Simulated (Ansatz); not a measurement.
Crystal: V, simple cubic type, 1 atom in the cell.

Method: PBE, plane waves, PAW datasets (generated soft set 1) (Ansatz 0.2.0 development build).

Cutoff 420 eV; k-mesh 15×15×15 Γ-centred; Fermi–Dirac smearing of 0.0612 eV; no spin polarisation.

The fit to the energies gives V₀ = 14.736 Å³/atom (a₀ = 2.452 Å), B₀ = 135 GPa, B₀′ = 3.67.

(1) What pressure does the program print at V = 14.982 Å³/atom, and how far above the lowest computed point (V = 14.688 Å³/atom) does the energy lie?

Answers

(1) -2.17 GPa and 1.61 meV/atom. All points:

| V (Å³/atom) | a (Å) | E − E(min) (meV/atom) | P (GPa) |
| --- | --- | --- | --- |
| 13.807 | 2.3990 | 27.23 | 9.90 |
| 14.100 | 2.4159 | 12.29 | 6.45 |
| 14.394 | 2.4326 | 3.39 | 3.31 |
| 14.688 | 2.4490 | 0.00 | 0.44 |
| 14.982 | 2.4652 | 1.61 | -2.17 |
| 15.275 | 2.4812 | 7.81 | -4.55 |
| 15.569 | 2.4970 | 18.15 | -6.71 |

The published all-electron PBE values for this crystal (mean of FLEUR and WIEN2k, k-spacing 0.06 Å⁻¹; Bosoni et al., Nat. Rev. Phys. 6, 45 (2024)) are V₀ = 14.680 Å³/atom, B₀ = 137.1 GPa, B₀′ = 3.84. This run's mesh is coarser (spacing 0.17 Å⁻¹), so part of any difference comes from k-sampling.

The stress includes the program's correction for the finite plane-wave basis.

This cubic structure is a model: it isn't the usual form of the substance at ambient conditions, and such phases are metastable or hypothetical. The k-mesh is modest, so these values aren't fully converged in k.
